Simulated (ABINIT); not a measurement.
MoP:

```
CELL_PARAMETERS angstrom
3.22300 0.00000 0.00000
-1.61150 2.79120 0.00000
0.00000 0.00000 3.19100
ATOMIC_POSITIONS crystal
Mo 0.00000 0.00000 0.00000
P 0.33333 0.66667 0.50000
```

Base run:

```yaml
Program: ABINIT 10.8.3 (patched build)
Functional: WC
Potentials_or_basis: JTH PAW PBE v2.0
Cutoff: 544 eV
k_mesh: 10 × 10 × 8
Occupations: fermi-dirac, width 0.05 eV
Spin: no spin polarisation
```

Its results: band gap on the k mesh none (metal or under the smearing width); pressure -1.8 GPa.

Q: After a change of settings the same cell gave: band gap on the k mesh none (metal or under the smearing width); pressure 5.1 GPa. Which change was it?
A. functional from WC to BP86
B. functional from WC to PBEsol; k mesh from 10 × 10 × 8 to 6 × 6 × 5
C. functional from WC to PBEsol; k mesh from 10 × 10 × 8 to 8 × 8 × 6
D. functional from WC to LDA; potentials or basis from JTH PAW PBE v2.0 to PseudoDojo NC SR LDA v0.4.1 standard; cutoff from 544 eV to 1088 eV

A: A.

Caveats: the PAW data sets were made with another functional, which shifts forces and pressure a little.

Runs at the PBE level aren't shown here.
